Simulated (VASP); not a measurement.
**A VASP 6.6.1 relaxation on HgTe**

INCAR

```
IBRION = 2
LCHARG = .FALSE.
LASPH = .TRUE.
LREAL = .FALSE.
NSW = 40
ISIF = 3
NELM = 66
LWAVE = .FALSE.
NBANDS = 16
SIGMA = 0.02
GGA = PE
ISPIN = 2
PREC = Accurate
EDIFFG = -5E-3
MAGMOM = 0.5 0.5
ENCUT = 600
ISMEAR = -1
EDIFF = 1E-6
```

KPOINTS

```
KPOINTS created by Atomic Simulation Environment
0
Gamma
6 6 6
0 0 0
```

POSCAR

```
Hg Te
 1.0000000000000000
     0.0000000000000000    3.1072991488000001    3.1072991488000001
     3.1072991488000001    0.0000000000000000    3.1072991488000001
     3.1072991488000001    3.1072991488000001    0.0000000000000000
 Hg  Te
   1   1
Cartesian
  0.0000000000000000  0.0000000000000000  0.0000000000000000
  1.5536495744000001  1.5536495744000001  1.5536495744000001
```

The recommended PBE PAW datasets give the neutral cell 18 valence electrons.

Command

```
mpirun -np 1 vasp_std
```

OSZICAR

```
N       E                     dE             d eps       ncg     rms          rms(c)
DAV:   1     0.117091726720E+03    0.11709E+03   -0.84298E+03  1024   0.107E+03
DAV:   2     0.479979120664E+00   -0.11661E+03   -0.10865E+03  1184   0.250E+02
DAV:   3    -0.335343191839E+01   -0.38334E+01   -0.38232E+01  1272   0.458E+01
DAV:   4    -0.338707604214E+01   -0.33644E-01   -0.33642E-01  1464   0.400E+00
DAV:   5    -0.338717982489E+01   -0.10378E-03   -0.10378E-03  1336   0.193E-01    0.103E+01
DAV:   6    -0.323096142037E+01    0.15622E+00   -0.43985E-01  1192   0.939E+00    0.740E+00
DAV:   7    -0.322225504671E+01    0.87064E-02   -0.12497E-01  1136   0.249E+00    0.329E+00
DAV:   8    -0.322292726406E+01   -0.67222E-03   -0.16862E-02  1120   0.119E+00    0.159E+00
DAV:   9    -0.322067408690E+01    0.22532E-02   -0.71395E-04  1248   0.243E-01    0.381E-01
DAV:  10    -0.322079690075E+01   -0.12281E-03   -0.45876E-04  1128   0.158E-01    0.181E-01
...
DAV:  10    -0.363918111134E+01   -0.34902E-06   -0.15970E-07   856   0.277E-03
   3 F= -.36391811E+01 E0= -.36390042E+01  d E =-.418300E+00  mag=     0.0000
       N       E                     dE             d eps       ncg     rms          rms(c)
DAV:   1    -0.364169803456E+01   -0.25173E-02   -0.46777E-02  1200   0.223E+00    0.385E-01
DAV:   2    -0.363950071492E+01    0.21973E-02   -0.49273E-03  1096   0.898E-01    0.123E-01
DAV:   3    -0.363926632918E+01    0.23439E-03   -0.52630E-04  1184   0.196E-01    0.119E-01
DAV:   4    -0.363922446400E+01    0.41865E-04   -0.67450E-05  1184   0.528E-02    0.206E-02
DAV:   5    -0.363922118980E+01    0.32742E-05   -0.86585E-06  1184   0.310E-02    0.167E-02
DAV:   6    -0.363922088567E+01    0.30413E-06   -0.16603E-06   896   0.115E-02
   4 F= -.36392209E+01 E0= -.36390440E+01  d E =-.418340E+00  mag=     0.0000
```

| ionic step | ΔE (meV/atom) | volume (Å³) | largest force (eV/Å) | pressure (GPa) | electronic steps |
| --- | --- | --- | --- | --- | --- |
| 1 | 0.0 | 60.00 | 0.000 | 12.05 | 15 |
| 2 | -171.5 | 81.80 | 0.000 | -2.69 | 13 |
| 3 | -209.2 | 73.56 | 0.000 | 0.10 | 10 |
| 4 | -209.2 | 73.85 | 0.000 | -0.02 | 6 |

It converged. Results: relaxed cell vector lengths 4.709, 4.709, 4.709 Å; relaxed cell volume 73.85 Å³; magnetic moment of the cell 0.00 μB.

 The volume moved far on the plane waves of the start cell, so a restart from CONTCAR is due.

For comparison, a separate PBE relaxation on usual settings, not on those above, ends at 73.81 Å³.

The run above took about 2.7 min on one core of a shared host (Intel Xeon Platinum 8488C) and held 0.26 GiB at most.
